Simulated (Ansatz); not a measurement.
## F-43m: 4 crystals compared

All 4 crystals share space group F-43m (No. 216) and the same kinds of sites, 2 atoms in the primitive cell. They are database entries and needn't be the stable phases. The set is a selection: crystals with gaps under 0.25 eV or edges off the refined points were left out. Cells are relaxed by PAW under the functional.

Quantity: Kohn-Sham band edges (the gap between refined extrema, the direct gap on the fine mesh). Level: PBEsol, all-electron LAPW in Ansatz 0.2.0, scalar-relativistic.

```csv
crystal,cell (conventional),fine k mesh,smearing (eV),gap (eV),least direct gap (eV),electron conductivity mass (mₑ),ε∞ without local fields (PAW)
CdS,a = 5.825 Å,12×12×12,none,1.01,1.01,0.112,6.84
BeSe,a = 5.128 Å,14×14×14,none,2.46,4.29,0.338,6.62
CdSe,a = 6.083 Å,12×12×12,none,0.48,0.48,0.048,8.76
SiC,a = 4.357 Å,16×16×16,none,?,?,?,?
```

Problem. What did the calculation give for SiC?

Solution. gap = 1.24 eV, least direct gap = 4.46 eV, electron conductivity mass = 0.286 mₑ, ε∞ without local fields (PAW) = 7.35.

Caveats: no spin-orbit coupling on heavy atoms (CdS, BeSe, CdSe); semilocal gaps are low, and light masses and ε∞ follow the gap.
